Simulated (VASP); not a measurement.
Write the native input for VASP 6.6.1 that does the following.

```yaml
Task: relaxation of cell and atoms
Functional: LDA
Potentials_or_basis: VASP PAW LDA potentials, release 64 (Sn_d, O)
Cutoff: 600 eV
k_mesh: 6 × 6 × 8
Occupations: gaussian, width 0.03 eV
Spin: no spin polarisation
Further_INCAR_settings: ALGO = Normal; EDIFF = 1e-07; IBRION = 2; EDIFFG = -0.005; NSW = 90; ISIF = 3
```

The structure of SnO2 (Cassiterite) lies in POSCAR:

```
SnO2                                    
1.0
    4.7278691949     -0.0000000000      0.0000000000
    0.0000000000      4.7278691949      0.0000000000
    0.0000000000      0.0000000000      3.1951732556
  Sn              O             
     2     4
Direct
     0.0000000000000000    0.0000000000000000    0.0000000000000000
     0.5000000000000000    0.5000000000000000    0.5000000000000000
     0.3059917598045841    0.3059917598045841    0.0000000000000000
     0.1940082401954160    0.8059917598045840    0.5000000000000000
     0.6940082401954160    0.6940082401954160    0.0000000000000000
     0.8059917598045840    0.1940082401954160    0.5000000000000000
```

The input as run:

INCAR

```
SYSTEM = SnO2
PREC = Accurate ; ENCUT = 600
EDIFF = 1E-7 ; ISMEAR = 0
SIGMA = 0.03 ; LREAL = .FALSE.
LASPH = .TRUE. ; NELM = 80
ALGO = Normal ; ISIF = 3
LWAVE = .FALSE. ; LCHARG = .FALSE.
GGA = CA ; IBRION = 2
NSW = 90 ; EDIFFG = -0.005
KPAR = 2
```

KPOINTS

```
regular mesh
0
G
  6 6 8
  0 0 0
```

Potentials or basis: VASP PAW LDA potentials, release 64 (Sn_d, O).

Command:

```console
$ cat potpaw_LDA.64/Sn_d/POTCAR potpaw_LDA.64/O/POTCAR > POTCAR
$ mpirun -np 2 vasp_std > vasp.out
```

Results of the run:

```yaml
Energy_gained_by_relaxing: 0.0 meV/atom
Ionic_steps: 2
Pressure_after_relaxing: 0.0 GPa
Band_gap_on_the_k_mesh: 1.15 eV, direct
```

Caveat: spin-orbit coupling is left out, which moves the levels of the heavy elements.

It took 2.4 min on 2 MPI ranks on Intel(R) Xeon(R) Platinum 8175M CPU @ 2.50GHz (Skylake/Cascade Lake), with other jobs on the host, peak memory 0.24 GiB a rank.
